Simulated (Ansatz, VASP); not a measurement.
**Two plane-wave programs on Ti3Al**

The input INCAR:

```
SYSTEM = Ti3Al
ALGO = Normal
EDIFF = 1E-7
ENCUT = 520
GGA = PE
ISIF = 2
ISMEAR = -1
LASPH = .TRUE.
LCHARG = .FALSE.
LREAL = .FALSE.
LWAVE = .FALSE.
NBANDS = 28
NELM = 60
PREC = Accurate
SIGMA = 0.05
```

Contents of KPOINTS:

```
k-points
0
G
  10 10 3
  0 0 0
```

File POSCAR:

```
Ti3Al
1.0
    2.8879759913      0.0000000000      0.0000000000
   -1.4439879956      2.5010605740      0.0000000000
    0.0000000000      0.0000000000      9.1016661466
Ti Al
3 1
Direct
    0.3333333333      0.6666666667      0.2494060000
    0.3333333333      0.6666666667      0.7505940000
    0.6666666667      0.3333333333      0.0000000000
    0.6666666667      0.3333333333      0.5000000000
```

input.yaml

```yaml
crystal:
  lattice:
    - [2.8879759913, 0.0, 0.0]
    - [-1.4439879956, 2.501060574, 0.0]
    - [0.0, 0.0, 9.1016661466]
  atoms:
    - { symbol: Ti, position: [0.3333333333, 0.6666666667, 0.249406] }
    - { symbol: Ti, position: [0.3333333333, 0.6666666667, 0.750594] }
    - { symbol: Ti, position: [0.6666666667, 0.3333333333, 0.0] }
    - { symbol: Al, position: [0.6666666667, 0.3333333333, 0.5] }
hamiltonian:
  xc: pbe
  pseudopotentials: { kind: paw }
kpoints:
  mp_grid: { grid: [10, 10, 3] }
scf:
  occupations: { method: fermi_dirac, width: 0.05 }
output:
  forces: true
  stress: true
  eigenvalues: true
```

Change from the starting cell: volume scaled by 0.96.

Alike in both runs: task single point; functional PBE; k mesh 10 × 10 × 3; occupations fermi-dirac, width 0.05 eV; no spin polarisation.

|  | VASP | Ansatz |
| --- | --- | --- |
| version | VASP 6.6.1 | Ansatz 0.2.0 |
| potentials or method | VASP PAW PBE potentials, release 64 (Ti_sv, Al) | Ansatz PAW |
| plane-wave cutoff (eV) | 520 | 420 |
| valence electrons in the cell | 39 | 39 |

|  | VASP | Ansatz | Ansatz less VASP |
| --- | --- | --- | --- |
| gap on the k mesh at the Fermi level (eV) | none | none | - |
| pressure (GPa) | 4.9 | 5.2 | +0.23 |
| largest component of the traceless stress (GPa) | 0.43 | 0.41 | -0.025 |
| rms of the force components (eV/Å) | 0.005 | 0.010 | +0.0044 |

Atom by atom the forces differ by 0.004 eV/Å (rms over components). A gap of «none» marks a metal or a gap that the smearing closes.
